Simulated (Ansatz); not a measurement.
**MgSe (Fm-3m): scan of the energy under strain**

What does a strain cost in MgSe (Fm-3m)? Wanted for MgSe (Fm-3m): a scan of the energy under strain.

The COD entry's cell or inner coordinates are ideal or old and differ from later refinements, so a difference from it is no clean test against experiment.

Program: the Python package of Ansatz 0.2.0. Level of theory: DFT r2SCAN, plane waves, PAW. These are calculated values, not measurements.

## (1) The system

It takes space group Fm-3m (No. 225, cubic). The conventional cell has a = 5.451 Å, b = 5.451 Å, c = 5.451 Å, α = 90.00°, β = 90.00°, γ = 90.00°. Around Mg (site symmetry m-3m) lie 6 Se at 2.73 Å. Around Se (site symmetry m-3m) lie 6 Mg at 2.73 Å.

No structure file is read: the coordinates are typed or built in the script.

## (2) Script

File run_strain.py:

```python
# -*- coding: utf-8 -*-
"""Energy of MgSe under shear strain, ions carried with the cell."""

import warnings

import ansatz
import matplotlib.pyplot as plt
import numpy as np

VECTORS = np.array([
    [0.0, 2.7255, 2.7255],
    [2.7255, 0.0, 2.7255],
    [2.7255, 2.7255, 0.0],
])
SITES = [
    ("Mg", (0.0, 0.0, 0.0)),
    ("Se", (0.5, 0.5, 0.5)),
]


def build(cell):
    crystal = ansatz.Crystal(lattice=ansatz.Lattice.of(cell))
    for symbol, position in SITES:
        crystal = crystal.atom(symbol, position)
    return crystal

warnings.simplefilter("ignore", ansatz.DeckWarning)

# clamped ions: the fractional positions stay as typed
values = np.linspace(-0.02, 0.02, 7)
energies = []
for d in values:
    strain = np.array([[0, d / 2, 0], [d / 2, 0, 0], [0, 0, 0]])
    cell = VECTORS @ (np.eye(3) + strain)
    model = (
        build(cell).calculation()
        .pseudopotentials("paw")
        .functional(ansatz.Functional.R2SCAN)
        .basis(600)
        .occupations("gaussian", width=0.05)
        .kpoints(6, 6, 6)
        .stress()
    )
    r = model.run().report
    energies.append(r["free_energy_ev"] / len(SITES))
    s = r["stress_gpa"]
    print(f"d = {d:+.4f}  stress xx yy zz xy (GPa, compression positive): {s[0][0]:8.3f} {s[1][1]:8.3f} {s[2][2]:8.3f} {s[0][1]:8.3f}")
energies = np.array(energies)

for value, e in zip(values, energies):
    print(f"strain {value:7.3f}   E - Emin = {1000 * (e - energies.min()):9.3f} meV/atom")
plt.figure(figsize=(4.5, 3))
plt.plot(values, 1000 * (energies - energies.min()), "o-")
plt.xlabel("strain")
plt.ylabel("meV/atom")
plt.tight_layout()
plt.savefig("strain.png", dpi=100)
curvature = 2 * np.polyfit(values, energies, 3)[1]
volume = abs(np.linalg.det(VECTORS)) / len(SITES)
print(f"d2E/dd2 over the volume: {curvature / volume * 160.21766:.1f} GPa")
```

## (3) What the engine is handed

The package turns the script's settings into the engine's input (first run):

```yaml
crystal:
  lattice:
    - [-0.027254999999999998, 2.7255, 2.7255]
    - [2.7255, -0.027254999999999998, 2.7255]
    - [2.698245, 2.698245, 0.0]
  atoms:
    - { symbol: Mg, position: [0.0, 0.0, 0.0] }
    - { symbol: Se, position: [0.5, 0.5, 0.5] }
basis:
  ecutwfc: 600.0
kpoints:
  mp_grid:
    grid: [6, 6, 6]
hamiltonian:
  xc: r2scan
  pseudopotentials:
    kind: paw
scf:
  occupations:
    method: gaussian
    width: 0.05
output:
  stress: true
```

## (4) Running it

Started as:

```
python run_strain.py
```

**Question.** How much energy does this shear strain cost, and what curvature follows?

As calculated:

```
                  quantity          value
curvature under the strain       49.7 GPa
             runs compared              7
           range of energy  1.26 meV/atom
      lowest point, strain          0.000
```

What this shows: Against the unstrained cell the energy per atom changes by +1.26 meV at one end of the scan and +1.26 meV at the other, and its second derivative over the volume is 49.7 GPa. Reading the output:
- The curvature belongs to this strain pattern and to the cell's stress; it equals a single elastic constant only for simple patterns.
- Of the deposited cell: the entry's cell lengths or inner coordinates differ somewhat from later room-temperature determinations.
- The ions keep their fractional positions (clamped ions).
